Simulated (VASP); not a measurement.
TiN: band structure with PBEsol

The system is TiN.

```
CELL_PARAMETERS angstrom
0.00000 2.10310 2.10310
2.10310 0.00000 2.10310
2.10310 2.10310 0.00000
ATOMIC_POSITIONS crystal
Ti 0.00000 0.00000 0.00000
N 0.50000 0.50000 0.50000
```

* Program: VASP 6.6.1
* Task: band structure
* Functional: PBEsol
* Potentials or basis: VASP PAW PBE potentials, release 64 (Ti_sv, N)
* Cutoff: 520 eV
* k mesh: 12 × 12 × 12
* Occupations: gaussian, width 0.02 eV
* Spin: no spin polarisation
* Further INCAR settings: ALGO = Normal; EDIFF = 1e-07

* Pressure: 0.0 GPa
* Band gap along the path: none (metal or under the smearing width)

Levels at the corners of the path, in eV from the Fermi level:
```
point  band 6  band 7  band 8  band 9  band 10  band 11
    Γ   -1.99   -1.99   -1.99   -0.59    -0.59    -0.59
    X   -5.84   -3.19   -3.19   -3.16     1.77     2.57
    X   -5.84   -3.19   -3.19   -3.16     1.77     2.57
    W   -5.51   -5.51   -5.42    1.02     1.02     2.58
    W   -5.51   -5.51   -5.42    1.02     1.02     2.58
    K   -5.88   -5.74   -4.49   -0.43     2.14     2.49
    K   -5.88   -5.74   -4.49   -0.43     2.14     2.49
    Γ   -1.99   -1.99   -1.99   -0.59    -0.59    -0.59
    Γ   -1.99   -1.99   -1.99   -0.59    -0.59    -0.59
    L   -8.21   -5.56   -5.56    1.83     1.83     2.54
    L   -8.21   -5.56   -5.56    1.83     1.83     2.54
    U   -5.88   -5.74   -4.49   -0.43     2.14     2.49
    U   -5.88   -5.74   -4.49   -0.43     2.14     2.49
    W   -5.51   -5.51   -5.42    1.02     1.02     2.58
    W   -5.51   -5.51   -5.42    1.02     1.02     2.58
    L   -8.21   -5.56   -5.56    1.83     1.83     2.54
    L   -8.21   -5.56   -5.56    1.83     1.83     2.54
    K   -5.88   -5.74   -4.49   -0.43     2.14     2.49
    U   -5.88   -5.74   -4.49   -0.43     2.14     2.49
    X   -5.84   -3.19   -3.19   -3.16     1.77     2.57
```

It took 25 s on 1 thread of Intel(R) Xeon(R) Platinum 8259CL CPU @ 2.50GHz (Skylake/Cascade Lake) (shared host), peak memory 0.16 GiB.

Caveat: the PAW data sets were made with another functional, which shifts forces and pressure a little.
